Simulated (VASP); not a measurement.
# Rh under changes of volume

One of the cells (13.945 Å³/atom); the others are scaled copies at fixed shape and fractional positions:

```
Rh
1.0
     0.00000    1.91042    1.91042
     1.91042    0.00000    1.91042
     1.91042    1.91042    0.00000
Rh
1
Cartesian
  0.0000 0.0000 0.0000
```

```yaml
Program: VASP 6.6.1
Functional: PBE
Potentials_or_basis: VASP PAW PBE potentials, release 64 (Rh_pv)
Cutoff: 520 eV
k_mesh: 12 × 12 × 12
Occupations: fermi-dirac, width 0.05 eV
Spin: no spin polarisation
```

| volume (Å³/atom) | energy over the lowest point (meV/atom) | pressure (GPa) |
| --- | --- | --- |
| 12.851 | 96.49 | 28.6 |
| 13.125 | 54.52 | 20.7 |
| 13.398 | ? | ? |
| 13.945 | 0.00 | 1.8 |
| 14.218 | 1.33 | -3.2 |
| 14.492 | 10.59 | -7.5 |

Task: What does the run at 13.398 Å³/atom give?

Result: Energy over the lowest point 25.37 meV/atom; pressure 13.6 GPa.

Worked out: A Birch-Murnaghan fit of order 3 (a polynomial in V^(-2/3)) to the other rows has its minimum at 14.04 Å³/atom with B0 = V·E''(V) = 259 GPa and B' = 5.0. It gives 25.45 meV/atom at 13.398 Å³/atom, against the run's 25.37, and -dE/dV = 13.6 GPa, against 13.6.

Energies are extrapolated to zero smearing.
